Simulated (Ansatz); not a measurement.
A generator proposed this cell of SnO.

```
Sn O
1.0
     3.31587    0.00000    0.00000
    -1.65793    2.87163    0.00000
     0.00000    0.00000    6.38839
Sn O
2 2
Direct
  0.33333 0.66667 0.25000
  0.66667 0.33333 0.75000
  0.00000 0.00000 0.00000
  0.00000 0.00000 0.50000
```

Theory: Ansatz, DFT PBE, scalar-relativistic, plane waves, PAW. Plane waves to 420 eV, a k mesh through Γ of 6×6×4 on the computed 4-atom cell and Gaussian smearing (0.10 eV); no spin polarisation.

Formation energies are uncorrected and refer to the elements' standard structures at the same level (O₂ as a molecule). The references include grey tin.

Question: What does a single point on this coarse mesh give?

Answer: The pressure is 5.2 GPa (the mean over three directions, positive in compression), the largest force is 0.00 eV/Å (symmetry fixes the atoms), and the energy is −0.75 eV/atom against the elements. The shortest distance is 2.49 Å.

Question: How much does it gain on relaxing, and where does it end?

Answer: Relaxing gains under 0.1 eV/atom (the start's value is from the coarse mesh, so the gain is rough) in 10 ionic steps and ends at −0.77 eV/atom on the finer mesh. The symmetry stays P6_3/mmc (No. 194). The end has the anti-nickel arsenide type. The volume per atom grows by 6.6 %, from 15.2 to 16.2 Å³. The shortest distance goes from 2.49 Å (Sn–O) to 2.54 Å (Sn–O). Conventional cell: a = 3.424 Å, c = 6.382 Å. Around Sn lie 6 O at 2.54 Å; O is surrounded by 6 Sn at 2.54 Å.

The last run used an 18×18×8 mesh (in the run's order of axes) for its 4-atom cell and Gaussian smearing of 0.10 eV. The relaxation can't lower the symmetry of the start. Symmetry constrained the relaxation, so the result can be a saddle point.
